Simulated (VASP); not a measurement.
Here is a VASP 6.6.1 calculation.

File INCAR:

```
SYSTEM = Au
PREC = Accurate
ENCUT = 520
EDIFF = 1E-7
ISMEAR = 1
SIGMA = 0.1
LREAL = .False.
LASPH = .True.
NELM = 80
ALGO = Normal
ISIF = 2
LWAVE = .False.
LCHARG = .False.
LMAXMIX = 4
METAGGA = R2SCAN
LMIXTAU = .True.
KPAR = 4
```

The input KPOINTS:

```
regular mesh
0
Gamma
  16 16 16
  0 0 0
```

POSCAR

```
Au                                      
1.0
    0.0000000000      2.0408538054      2.0408538054
    2.0408538054      0.0000000000      2.0408538054
    2.0408538054      2.0408538054      0.0000000000
  Au            
     1
Direct
     0.0000000000000000    0.0000000000000000    0.0000000000000000
```

Contents of KPOINTS_OPT:

```
explicit points
202
Reciprocal
 0.0000000000  0.0000000000  0.0000000000 1
 0.0555555556  0.0000000000  0.0555555556 1
 0.1111111111  0.0000000000  0.1111111111 1
 0.1666666667  0.0000000000  0.1666666667 1
 0.2222222222  0.0000000000  0.2222222222 1
 0.2777777778  0.0000000000  0.2777777778 1
[... 194 lines left out ...]
 0.4919843700  0.0080156300  0.5000000000 1
 0.5080156300 -0.0080156300  0.5000000000 1
```

Potentials or basis: VASP PAW PBE potentials, release 64 (Au).

Run with:

```console
$ cat potpaw_PBE.64/Au/POTCAR > POTCAR
$ mpirun -np 4 vasp_std > vasp.out
```

Problem. Estimate the band gap along the path.

Solution. None (metal or under the smearing width).

Problem. Predict the pressure.

Solution. 5.6 GPa.

Levels at the corners of the path, in eV from the Fermi level:
```
point  band 2  band 3  band 4  band 5  band 6  band 7  band 8  band 9
    Γ   -4.93   -4.93   -4.93   -3.39   -3.39   15.35   19.46   19.46
    X   -7.06   -2.20   -1.80   -1.80    1.21    6.06   10.56   10.56
    X   -7.06   -2.20   -1.80   -1.80    1.21    6.06   10.56   10.56
    W   -5.39   -5.39   -3.53   -1.79    4.99    6.65    6.65    9.95
    W   -5.39   -5.39   -3.53   -1.79    4.99    6.65    6.65    9.95
    K   -6.07   -4.01   -3.09   -2.26    4.10    4.94    7.85   13.24
    K   -6.07   -4.01   -3.09   -2.26    4.10    4.94    7.85   13.24
    Γ   -4.93   -4.93   -4.93   -3.39   -3.39   15.35   19.46   19.46
    Γ   -4.93   -4.93   -4.93   -3.39   -3.39   15.35   19.46   19.46
    L   -4.98   -4.98   -2.14   -2.14   -0.79    3.22   14.83   17.98
    L   -4.98   -4.98   -2.14   -2.14   -0.79    3.22   14.83   17.98
    U   -6.07   -4.01   -3.09   -2.26    4.10    4.94    7.85   13.24
    U   -6.07   -4.01   -3.09   -2.26    4.10    4.94    7.85   13.24
    W   -5.39   -5.39   -3.53   -1.79    4.99    6.65    6.65    9.95
    W   -5.39   -5.39   -3.53   -1.79    4.99    6.65    6.65    9.95
    L   -4.98   -4.98   -2.14   -2.14   -0.79    3.22   14.83   17.98
    L   -4.98   -4.98   -2.14   -2.14   -0.79    3.22   14.83   17.98
    K   -6.07   -4.01   -3.09   -2.26    4.10    4.94    7.85   13.24
    U   -6.07   -4.01   -3.09   -2.26    4.10    4.94    7.85   13.24
    X   -7.06   -2.20   -1.80   -1.80    1.21    6.06   10.56   10.56
```

Caveat: the PAW data sets were made with another functional, which shifts forces and pressure a little; spin-orbit coupling is left out, which moves the levels of the heavy elements.
